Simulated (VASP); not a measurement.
# Settings for PbSe: band gap

PbSe, Fm-3m (no. 225), 2 atoms in the cell. TB-mBJ; PAW potentials Pb_d, Se (PBE set). VASP 6.6.1.

Wanted: smallest gap over path and mesh within 0.02 eV; direct gap, path and mesh within 0.02 eV.

POSCAR:
```
PbSe
1.0
    0.0000000000      3.0606500000      3.0606500000
    3.0606500000      0.0000000000      3.0606500000
    3.0606500000      3.0606500000      0.0000000000
Pb Se
1 1
Direct
    0.0000000000      0.0000000000      0.0000000000
    0.5000000000      0.5000000000      0.5000000000
```

The series start from ENCUT (eV): 520; k mesh: 6 x 6 x 6; Potential files: Pb_d, Se; PREC: Accurate; LASPH: yes; EDIFF (eV): 1e-6; mixing and start: Broyden, LMIXTAU. Each series keeps the choices made before it, and each single choice may use up half of a tolerance. Times cover all steps of a run.

## ENCUT (eV)

| ENCUT (eV) | Smallest gap over path and mesh (eV) | Direct gap, path and mesh (eV) | Time (s) |
|---|---|---|---|
| 300 | 0.859 | 0.859 | 38 |
| 350 | 0.860 | 0.860 | 50 |
| 400 | 0.861 | 0.861 | 52 |
| 450 | 0.861 | 0.861 | 61 |
| 520 | 0.861 | 0.861 | 59 |
| 600 | 0.860 | 0.860 | 69 |
| 700 | 0.860 | 0.860 | 106 |
| 800 (reference) | 0.860 | 0.860 | 99 |

Chosen: 300, the loosest value from which every tighter one stays within half of the tolerance.

## k mesh

| k mesh | Smallest gap over path and mesh (eV) | Direct gap, path and mesh (eV) | Time (s) |
|---|---|---|---|
| 4 x 4 x 4 | 0.856 | 0.856 | 32 |
| 6 x 6 x 6 | 0.859 | 0.859 | 38 |
| 10 x 10 x 10 (reference) | 0.861 | 0.861 | 42 |

Chosen: 4 x 4 x 4.

## Potential files

| Potential files | Smallest gap over path and mesh (eV) | Direct gap, path and mesh (eV) | Time (s) |
|---|---|---|---|
| Pb, Se | 0.884 | 0.884 | 31 |
| Pb_d, Se (reference) | 0.856 | 0.856 | 32 |

Chosen: Pb_d, Se; the one before it in the list is off by more than half of the tolerance.

## PREC

| PREC | Smallest gap over path and mesh (eV) | Direct gap, path and mesh (eV) | Time (s) |
|---|---|---|---|
| Low | 0.879 | 0.879 | 27 |
| Normal | 0.860 | 0.860 | 33 |
| Accurate (reference) | 0.856 | 0.856 | 32 |

Chosen: Normal.

## LASPH

| LASPH | Smallest gap over path and mesh (eV) | Direct gap, path and mesh (eV) | Time (s) |
|---|---|---|---|
| no | 0.860 | 0.860 | 12 |
| yes (reference) | 0.860 | 0.860 | 33 |

Chosen: no.

## EDIFF (eV)

| EDIFF (eV) | Smallest gap over path and mesh (eV) | Direct gap, path and mesh (eV) | Time (s) |
|---|---|---|---|
| 0.001 | 0.861 | 0.861 | 9.6 |
| 0.0001 | 0.860 | 0.860 | 9.8 |
| 1e-5 | 0.860 | 0.860 | 11 |
| 1e-6 | 0.860 | 0.860 | 12 |
| 1e-7 (reference) | 0.860 | 0.860 | 13 |

Chosen: 0.001.

## Mixing and start

| Mixing and start | Smallest gap over path and mesh (eV) | Direct gap, path and mesh (eV) | Time (s) |
|---|---|---|---|
| Broyden, LMIXTAU | 0.861 | 0.861 | 9.6 |
| LMIXTAU off | 0.857 | 0.857 | 9.2 |
| IMIX 1, AMIX 0.2 | 0.859 | 0.859 | 12 |
| IMIX 1, AMIX 0.4 | 0.859 | 0.859 | 13 |
| AMIX 0.2 | 0.859 | 0.859 | 11 |
| ALGO Fast | 0.859 | 0.861 | 11 |
| no PBE start | 0.841 | 0.852 | 13 |

Chosen: Broyden, LMIXTAU; no other choice that stays within half of the tolerance saves 30 % of the time.

## All choices together

| Input | Smallest gap over path and mesh (eV) | Direct gap, path and mesh (eV) | Time (s) |
|---|---|---|---|
| program defaults, coarse mesh (naive) | 0.867 | 0.867 | 5.3 |
| chosen settings | 0.861 | 0.861 | 9.6 |
| reference settings throughout | 0.861 | 0.861 | 249 |

The tolerance is met.

## The input

INCAR.step1:
```
SYSTEM = PbSe
ALGO = Normal
EDIFF = 1E-5
ENCUT = 300
GGA = PE
GGA_COMPAT = .FALSE.
ISIF = 2
ISMEAR = 0
KPAR = 4
LASPH = .TRUE.
LCHARG = .FALSE.
LREAL = .FALSE.
LWAVE = .TRUE.
NBANDS = 17
NELM = 150
PREC = Normal
SIGMA = 0.02
```

INCAR.step2:
```
SYSTEM = PbSe
ALGO = Normal
EDIFF = 0.001
ENCUT = 300
GGA_COMPAT = .FALSE.
ISIF = 0
ISMEAR = 0
ISTART = 1
KPAR = 4
LASPH = .FALSE.
LCHARG = .FALSE.
LMIXTAU = .TRUE.
LREAL = .FALSE.
LWAVE = .FALSE.
METAGGA = MBJ
NBANDS = 17
NELM = 300
PREC = Normal
SIGMA = 0.02
```

KPOINTS:
```
Automatic mesh
0
Gamma
  4 4 4
  0 0 0
```

KPOINTS_OPT:
```
path GXWKGLUWLK,UX
4
line-mode
reciprocal
 0.0000000000  0.0000000000  0.0000000000  G
 0.5000000000  0.0000000000  0.5000000000  X

 0.5000000000  0.0000000000  0.5000000000  X
 0.5000000000  0.2500000000  0.7500000000  W

 0.5000000000  0.2500000000  0.7500000000  W
 0.3750000000  0.3750000000  0.7500000000  K

 0.3750000000  0.3750000000  0.7500000000  K
 0.0000000000  0.0000000000  0.0000000000  G

 0.0000000000  0.0000000000  0.0000000000  G
 0.5000000000  0.5000000000  0.5000000000  L

 0.5000000000  0.5000000000  0.5000000000  L
 0.6250000000  0.2500000000  0.6250000000  U

 0.6250000000  0.2500000000  0.6250000000  U
 0.5000000000  0.2500000000  0.7500000000  W

 0.5000000000  0.2500000000  0.7500000000  W
 0.5000000000  0.5000000000  0.5000000000  L

 0.5000000000  0.5000000000  0.5000000000  L
 0.3750000000  0.3750000000  0.7500000000  K

 0.6250000000  0.2500000000  0.6250000000  U
 0.5000000000  0.0000000000  0.5000000000  X
```

Commands (each step's output is kept before the next begins):
```
cat potpaw_PBE.64/Pb_d/POTCAR potpaw_PBE.64/Se/POTCAR > POTCAR
cp INCAR.step1 INCAR
mpirun -np 4 vasp_std > vasp.out
cp INCAR.step2 INCAR
mpirun -np 4 vasp_std > vasp.out
```

The naive input happens to agree within the tolerance here, in 5.3 s.

Limits: Spin-orbit coupling is left out, and with elements this heavy it changes the gap.

The chosen input took VASP 6.6.1 9.6 s on 4 cores (Intel Xeon Platinum 8259CL @ 2.50GHz (Skylake/Cascade Lake)), a shared host.

## An input that fails: NELM 10

It gives no converged result.

Changes against the starting input:
```
(step 2)
- NELM = 300
+ NELM = 10
```
